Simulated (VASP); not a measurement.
# SrO (Fm-3m) in VASP: Born charges and dielectric tensor with LDA

Aim: the Born charges and dielectric tensor of SrO with LDA.

Everything below comes from runs of VASP 6.6.1. Logs are shortened: lines on timing, memory, paths and dates and some standing lists are left out, and cuts for length are marked.

## 1. Starting point

The structure is cubic, space group Fm-3m (No. 225). Conventional cell: a = 5.075 Å, b = 5.075 Å, c = 5.075 Å, α = 90.00°, β = 90.00°, γ = 90.00°. Around Sr (site symmetry m-3m) lie 6 O at 2.54 Å. Around O (site symmetry m-3m) lie 6 Sr at 2.54 Å.

## 2. Born charges and dielectric tensor, LDA

Contents of INCAR:

```
SYSTEM = SrO
ALGO = Fast ; EDIFF = 1E-8
ENCUT = 600 ; GGA = CA
IBRION = 8 ; ISIF = 2
ISMEAR = 0 ; LASPH = .True.
LCHARG = .False. ; LEPSILON = .True.
LREAL = .False. ; LWAVE = .False.
NELM = 100 ; NSW = 1
PREC = Accurate ; SIGMA = 0.02
```

Contents of KPOINTS:

```
k-points
0
Gamma
  4 4 4
  0 0 0
```

Contents of POSCAR:

```
SrO
1.0
    0.0000000000      2.5377300000      2.5377300000
    2.5377300000      0.0000000000      2.5377300000
    2.5377300000      2.5377300000      0.0000000000
Sr O
1 1
Direct
    0.0000000000      0.0000000000      0.0000000000
    0.5000000000      0.5000000000      0.5000000000
```

Potentials or basis: VASP PAW LDA potentials, release 64 (Sr_sv, O).

Launch:

```bash
cat potpaw_LDA.64/Sr_sv/POTCAR potpaw_LDA.64/O/POTCAR > POTCAR
mpirun -np 1 vasp_std > vasp.out
```

OUTCAR:

```text
SYSTEM = SrO
   EDIFF = 1E-8
   ENCUT = 600
   GGA = CA
   IBRION = 8
   ISIF = 2
   ISMEAR = 0
   LASPH = .True.
   LEPSILON = .True.
   LREAL = .False.
   NELM = 100
   NSW = 1
   PREC = Accurate

 ion  position               nearest neighbor table
   1  0.000  0.000  0.000-   2 2.54   2 2.54   2 2.54   2 2.54   2 2.54   2 2.54
   2  0.500  0.500  0.500-   1 2.54   1 2.54   1 2.54   1 2.54   1 2.54   1 2.54

  LATTYP: Found a face centered cubic cell.
 ALAT       =     5.0754600000

  Lattice vectors:

 A1 = (   0.0000000000,   2.5377300000,   2.5377300000)
 A2 = (   2.5377300000,   0.0000000000,   2.5377300000)
 A3 = (   2.5377300000,   2.5377300000,   0.0000000000)

Analysis of symmetry for initial positions (statically):
=====================================================================
 Subroutine PRICEL returns:
 Original cell was already a primitive cell.

 Routine SETGRP: Setting up the symmetry group for a
 face centered cubic supercell.

 Subroutine GETGRP returns: Found 48 space group operations
 (whereof 48 operations were pure point group operations)
 out of a pool of 48 trial point group operations.

The static configuration has the point symmetry O_h .

Analysis of symmetry for dynamics (positions and initial velocities):
=====================================================================
 Subroutine PRICEL returns:
 Original cell was already a primitive cell.

 Routine SETGRP: Setting up the symmetry group for a
 face centered cubic supercell.

 Subroutine GETGRP returns: Found 48 space group operations
 (whereof 48 operations were pure point group operations)
 out of a pool of 48 trial point group operations.

The dynamic configuration has the point symmetry O_h .

 Subroutine INISYM returns: Found 48 space group operations
 (whereof 48 operations are pure point group operations),
[... 337 lines left out ...]
    -0.00042 -0.00000  0.00000
    -0.00000 -0.00357 -0.00000
    -0.00000 -0.00000 -0.00357

 MACROSCOPIC STATIC DIELECTRIC TENSOR (including local field effects in DFT)
 ------------------------------------------------------
           4.085901     0.000000    -0.000000
           0.000000     4.085901     0.000000
           0.000000    -0.000000     4.085901
 ------------------------------------------------------

 PIEZOELECTRIC TENSOR (including local field effects)  for field in x, y, z        (e  Angst)
          XX          YY          ZZ          XY          YZ          ZX
  --------------------------------------------------------------------------------
  x     0.00000     0.00000     0.00000     0.00000     0.00000     0.00000
  y     0.00000     0.00000     0.00000     0.00000     0.00000     0.00000
  z     0.00000     0.00000     0.00000     0.00000     0.00000     0.00000

 PIEZOELECTRIC TENSOR (including local field effects)  for field in x, y, z        (C/m^2)
          XX          YY          ZZ          XY          YZ          ZX
  --------------------------------------------------------------------------------
  x     0.00000     0.00000     0.00000     0.00000     0.00000     0.00000
  y     0.00000     0.00000     0.00000     0.00000     0.00000     0.00000
  z     0.00000     0.00000     0.00000     0.00000     0.00000     0.00000

 BORN EFFECTIVE CHARGES (including local field effects) (in |e|, cummulative output)
 ---------------------------------------------------------------------------------
 ion    1
    1     2.54040     0.00000     0.00000
    2    -0.00000     2.54040     0.00000
    3     0.00000     0.00000     2.54040
 ion    2
    1    -2.54040    -0.00000     0.00000
    2     0.00000    -2.54040     0.00000
    3     0.00000     0.00000    -2.54040

 INTERNAL STRAIN TENSOR FOR ION    2 for displacements in x,y,z  (eV/Angst):
          X           Y           Z          XY          YZ          ZX
  --------------------------------------------------------------------------------
  x     0.00000     0.00000     0.00000     0.00000     0.00000     0.00000
  y     0.00000     0.00000     0.00000     0.00000     0.00000     0.00000
  z     0.00000     0.00000     0.00000     0.00000     0.00000     0.00000

 SECOND DERIVATIVES (NOT SYMMETRIZED)
 ------------------------------------
               1X          1Y          1Z          2X          2Y          2Z
  1X    -2.298592    0.000000    0.000000    2.298592    0.000000    0.000000
  1Y     0.000000   -2.298592    0.000000    0.000000    2.298592    0.000000
  1Z     0.000000    0.000000   -2.298592    0.000000    0.000000    2.298592
  2X     2.294155    0.000000    0.000000   -2.294155    0.000000    0.000000
  2Y     0.000000    2.294155    0.000000    0.000000   -2.294155    0.000000
  2Z     0.000000    0.000000    2.294155    0.000000    0.000000   -2.294155

 Eigenvectors and eigenvalues of the dynamical matrix
 ----------------------------------------------------

   1 f  =    6.438537 THz    40.454518 2PiTHz  214.766461 cm-1    26.627635 meV
             X         Y         Z           dx          dy          dz
      0.000000  0.000000  0.000000     0.393272    0.000000    0.000000
      2.537730  2.537730  2.537730    -0.919422    0.000000    0.000000
[... 21 lines left out ...]
   6 f/i=    0.002249 THz     0.014132 2PiTHz    0.075023 cm-1     0.009302 meV
             X         Y         Z           dx          dy          dz
      0.000000  0.000000  0.000000    -0.096794   -0.071649    0.911501
      2.537730  2.537730  2.537730    -0.041403   -0.030647    0.389884

--------------------------------------------------------------------------------------------------------

 MACROSCOPIC STATIC DIELECTRIC TENSOR IONIC CONTRIBUTION
 ------------------------------------------------------
          15.558281     0.000000     0.000000
           0.000000    15.558281     0.000000
           0.000000     0.000000    15.558281
 ------------------------------------------------------

 ELASTIC MODULI CONTR FROM IONIC RELAXATION (kBar)
 Direction    XX          YY          ZZ          XY          YZ          ZX
 --------------------------------------------------------------------------------
 XX           0.0000      0.0000      0.0000      0.0000      0.0000      0.0000
 YY           0.0000      0.0000      0.0000      0.0000      0.0000      0.0000
 ZZ           0.0000      0.0000      0.0000      0.0000      0.0000      0.0000
 XY           0.0000      0.0000      0.0000      0.0000      0.0000      0.0000
 YZ           0.0000      0.0000      0.0000      0.0000      0.0000      0.0000
 ZX           0.0000      0.0000      0.0000      0.0000      0.0000      0.0000
 --------------------------------------------------------------------------------

 PIEZOELECTRIC TENSOR IONIC CONTR  for field in x, y, z        (C/m^2)
          XX          YY          ZZ          XY          YZ          ZX
  --------------------------------------------------------------------------------
  x     0.00000     0.00000     0.00000     0.00000     0.00000     0.00000
  y     0.00000     0.00000     0.00000     0.00000     0.00000     0.00000
  z     0.00000     0.00000     0.00000     0.00000     0.00000     0.00000
```

Wall time 4.5 min (1 thread of Intel Xeon Platinum 8175M at 2.50GHz (Skylake/Cascade Lake), shared host); peak memory 0.18 GiB.

What came out:

```
Band gap on the k mesh                                  : 3.06 eV, indirect (least direct gap 3.11 eV)
Electronic dielectric tensor (diagonal)                 : 4.09
Born charges (mean of the diagonal)                     : Sr +2.54; O -2.54 e
Highest phonon frequency at Γ, LO-TO splitting left out : 215 cm⁻¹
```

Levels at points of the mesh, in eV from the valence-band top:
| k point | band 6 | band 7 | band 8 | band 9 | band 10 | band 11 |
| --- | --- | --- | --- | --- | --- | --- |
| (0.00, 0.00, 0.00) | 0.00 | 0.00 | 0.00 | 4.08 | 6.18 | 6.18 |
| (0.50, 0.00, 0.00) | -2.32 | -1.24 | -1.24 | 6.61 | 8.57 | 9.02 |
| (0.50, 0.50, 0.00) | -0.35 | -0.05 | -0.05 | 3.06 | 8.05 | 10.44 |

Phonon frequencies in cm⁻¹ (negative: imaginary):
| q point | frequencies |
| --- | --- |
| (0.000, 0.000, 0.000) | 0 0 0 215 215 215 |

Electronic dielectric tensor:
```
4.09 0.00 0.00
0.00 4.09 0.00
0.00 0.00 4.09
```

Born effective charge tensors (e):
atom 1, Sr
```
2.54 0.00 0.00
0.00 2.54 0.00
0.00 0.00 2.54
```
atom 2, O
```
-2.54  0.00  0.00
 0.00 -2.54  0.00
 0.00  0.00 -2.54
```

Caveat: the k mesh is coarse (spacing up to 0.54 Å⁻¹), so the values aren't converged.
